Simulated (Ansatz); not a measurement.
A plane-wave DFT run in Ansatz 0.2.0 (scalar-relativistic PAW potentials unless the input names others): input and command.

```yaml
crystal:
  lattice:
    - [2.4984625992, 0.0, 0.0]
    - [-1.2492312996, 2.1637320813, 0.0]
    - [0.0, 0.0, 6.249223447]
  atoms:
    - { symbol: B, position: [0.3333333333, 0.6666666667, 0.25] }
    - { symbol: B, position: [0.6666666667, 0.3333333333, 0.75] }
    - { symbol: "N", position: [0.3333333333, 0.6666666667, 0.75] }
    - { symbol: "N", position: [0.6666666667, 0.3333333333, 0.25] }
basis:
  ecutwfc: 420
kpoints:
  mp_grid: { grid: [4, 4, 1] }
hamiltonian:
  xc: pbesol
scf:
  occupations: { method: fixed }
output:
  forces: true
  eigenvalues: true
  stress: true
relax:
  adjacent_minimum: "off"
  f_tol: 0.001
  max_steps: 60
  cell: { stress_tol: 0.02, p_target: 8.0 }
```

```bash
ansatz run input.yaml --threads 1 --pin off --max-ram 1228MiB --backend cpu --events-out ev --progress --plain --runs-dir out
```

Abridged log:
```
Basis set: ecut = 420 eV, 651 PW (Γ), exchange–correlation on 36×36×90 points (8 copies of the dense FFT grid, shifted against one another)
Bands: 12, of which v1, the nominal top of the filled ones, is band 8 counted from 1 (7 counted from 0)
Symmetry: 24 space group operations
k-points: 4 of 16
SCF iter   1: F=—  HF=-1067.341496 eV  |F-HF|=—  |Δ(HF+E_count)|=         —  Δρ=5.29e-3  dr2=6.49e-3  ethr=1.77e-3  ⟨swp⟩=4.8  Hψ=241  notcnv=0  defer=4
SCF iter   2: F=—  HF=-1067.340480 eV  |F-HF|=—  |Δ(HF+E_count)|=   1.02e-3  Δρ=1.81e-3  dr2=6.51e-4  ethr=4.06e-5  ⟨swp⟩=2.8  Hψ=116  notcnv=0  defer=8
SCF iter   3: F=—  HF=-1067.340472 eV  |F-HF|=—  |Δ(HF+E_count)|=   7.60e-6  Δρ=7.99e-4  dr2=8.89e-5  ethr=4.07e-6  ⟨swp⟩=2.0  Hψ=79  notcnv=0  defer=8
SCF iter   4: F=—  HF=-1067.340540 eV  |F-HF|=—  |Δ(HF+E_count)|=   6.81e-5  Δρ=2.14e-4  dr2=6.21e-6  ethr=5.56e-7  ⟨swp⟩=2.0  Hψ=72  notcnv=0  defer=2
SCF iter   5: F=-1067.340547 eV  HF=-1067.340547 eV  |F-HF|=1.27e-7  |Δ(HF+E_count)|=   6.53e-6  Δρ=2.41e-5  dr2=6.61e-8  ethr=3.88e-8  ⟨swp⟩=3.0  Hψ=82  notcnv=0  defer=4
SCF iter   6: F=-1067.340547 eV  HF=-1067.340547 eV  |F-HF|=5.73e-10  |Δ(HF+E_count)|=   1.34e-7  Δρ=1.97e-6  dr2=7.09e-10  ethr=4.13e-10  ⟨swp⟩=4.8  Hψ=250  notcnv=0
SCF 1 converged in 6 iterations: F = -1067.340547 eV  dr2 = 7.09e-10
relax step   1: F+E_penalty+E_count = -1067.34054708 eV  Δ(F+E_penalty+E_count) = +0.000e0 eV  max|allowed force component| = 5.921e-16 eV/Å  Δτ_max = 0.0000 Å  P = +4.166 GPa  Ω = 33.783 Å³  (6 SCF iters, dr2 threshold 1.00e-7 eV, accepted)
Crystal: 4 atoms, lattice volume = 32.682 Å³
Basis set: ecut = 420 eV, 603 PW (Γ), exchange–correlation on 36×36×90 points (8 copies of the dense FFT grid, shifted against one another)
Initial density: handed on by an earlier stage of this run
Initial wavefunctions: those handed on with the density
SCF iter   1: F=—  HF=-1067.299750 eV  |F-HF|=—  |Δ(HF+E_count)|=         —  Δρ=5.41e-3  dr2=1.18e-2  ethr=6.44e-5  ⟨swp⟩=1.0  Hψ=299  notcnv=0  defer=5
SCF iter   2: F=—  HF=-1067.296752 eV  |F-HF|=—  |Δ(HF+E_count)|=   3.00e-3  Δρ=2.48e-3  dr2=1.34e-3  ethr=6.44e-5  ⟨swp⟩=2.0  Hψ=83  notcnv=0  defer=8
   ...
SCF iter   2: F=—  HF=-1067.295901 eV  |F-HF|=—  |Δ(HF+E_count)|=   1.52e-5  Δρ=2.08e-4  dr2=8.82e-6  ethr=4.47e-7  ⟨swp⟩=2.0  Hψ=73  notcnv=0
SCF iter   3: F=—  HF=-1067.295900 eV  |F-HF|=—  |Δ(HF+E_count)|=   8.71e-7  Δρ=7.22e-5  dr2=1.44e-6  ethr=5.51e-8  ⟨swp⟩=2.8  Hψ=85  notcnv=0
SCF iter   4: F=-1067.295901 eV  HF=-1067.295900 eV  |F-HF|=2.30e-8  |Δ(HF+E_count)|=   4.24e-7  Δρ=1.44e-5  dr2=3.19e-8  ethr=3.95e-10  ⟨swp⟩=4.2  Hψ=274  notcnv=0
SCF 6 converged in 4 iterations: F = -1067.295901 eV  dr2 = 3.19e-8
relax step   6: F+E_penalty+E_count = -1067.29590051 eV  Δ(F+E_penalty+E_count) = +4.209e-3 eV  max|allowed force component| = 8.697e-16 eV/Å  Δτ_max = 0.0000 Å  P = +8.002 GPa  Ω = 32.723 Å³  energy of the carried Pulay correction = +4.159e-4 eV  (4 SCF iters, dr2 threshold 6.33e-8 eV, accepted)
SCF iter   1: F=—  HF=-1067.295897 eV  |F-HF|=—  |Δ(HF+E_count)|=         —  Δρ=1.45e-5  dr2=3.23e-8  ethr=1.11e-7  ⟨swp⟩=3.0  Hψ=366  notcnv=0  defer=6
SCF iter   2: F=—  HF=-1067.295901 eV  |F-HF|=—  |Δ(HF+E_count)|=   4.00e-6  Δρ=7.13e-6  dr2=7.33e-9  ethr=2.02e-10  ⟨swp⟩=2.5  Hψ=77  notcnv=0  defer=3
SCF iter   3: F=—  HF=-1067.295901 eV  |F-HF|=—  |Δ(HF+E_count)|=   9.08e-9  Δρ=1.08e-6  dr2=3.21e-10  ethr=4.58e-11  ⟨swp⟩=2.8  Hψ=77  notcnv=0  defer=3
SCF iter   4: F=—  HF=-1067.295901 eV  |F-HF|=—  |Δ(HF+E_count)|=  9.44e-11  Δρ=4.86e-7  dr2=5.44e-11  ethr=2.00e-12  ⟨swp⟩=2.0  Hψ=80  notcnv=0  defer=3
SCF iter   5: F=-1067.295901 eV  HF=-1067.295901 eV  |F-HF|=2.27e-13  |Δ(HF+E_count)|=  1.09e-11  Δρ=7.91e-8  dr2=1.04e-12  ethr=1.00e-12  ⟨swp⟩=6.2  Hψ=295  notcnv=0
SCF 7 converged in 5 iterations: F = -1067.295901 eV  dr2 = 1.04e-12
SCF converged after 5 iterations
Free energy (F): -1067.295901 eV
Harris-Foulkes:  -1067.295901 eV  (|F-HF|=2.27e-13)
Internal energy: -1067.295901 eV  (E = F + TS)
E sigma→0 (E₀):  -1067.295901 eV
Fermi energy:    5.596963 eV
--- Forces (eV/Å), atoms counted from 1 ---
  atom   1  B      0.00000000     0.00000000     0.00000000
  atom   2  B      0.00000000     0.00000000     0.00000000
  atom   3  N      0.00000000     0.00000000     0.00000000
  atom   4  N      0.00000000     0.00000000     0.00000000
--- Stress (GPa, compression-positive) ---
        8.000906       0.000000       0.000000
        0.000000       8.000906       0.000000
        0.000000       0.000000       8.006720
  P = ⅓ Tr σ = 8.0028 GPa (80.028 kbar)
--- Relaxed structure (5 steps of the walk, 5 accepted, 2 SCFs on fresh bases) ---
  F+E_penalty+E_count = -1067.29590052 eV   max|allowed force component| = 8.916e-16 eV/Å   (the final SCF, on the basis selected at the relaxed cell)
  cell:  # Å, volume = 32.7229 Å³
    - [2.48894005, 0.0, 0.0]
    - [-1.24447002, 2.15548531, 0.0]
    - [0.0, 0.0, 6.09947899]
  atoms:
    - { symbol: B, position: [0.33333333, 0.66666666, 0.25] }
    - { symbol: B, position: [0.66666666, 0.33333333, 0.75000000] }
    - { symbol: N, position: [0.33333333, 0.66666666, 0.75000000] }
    - { symbol: N, position: [0.66666666, 0.33333333, 0.25] }
```

Apart from outputs and empty bands, the input differs from a reference run on usual settings in kpoints.mp_grid.grid: [12, 12, 4] → [4, 4, 1]. The reference, at the same start, ended its own course with a relaxed volume of 7.79 Å³/atom, pressure 8.00 GPa, largest force 0.000 eV/Å, gap on the mesh 4.00 eV. This run converged in 32 SCF iterations over all its steps (reference: 48) with an energy at zero smearing 36.67 meV/atom above the reference's, a relaxed volume of 8.18 Å³/atom, pressure 8.00 GPa, largest force 0.000 eV/Å, gap on the mesh 4.24 eV. Its k mesh is looser than usual, and the result moved.

Time: 4 s on 1 thread of Arm Neoverse N1, with other jobs on the host, peak memory 0.24 GiB.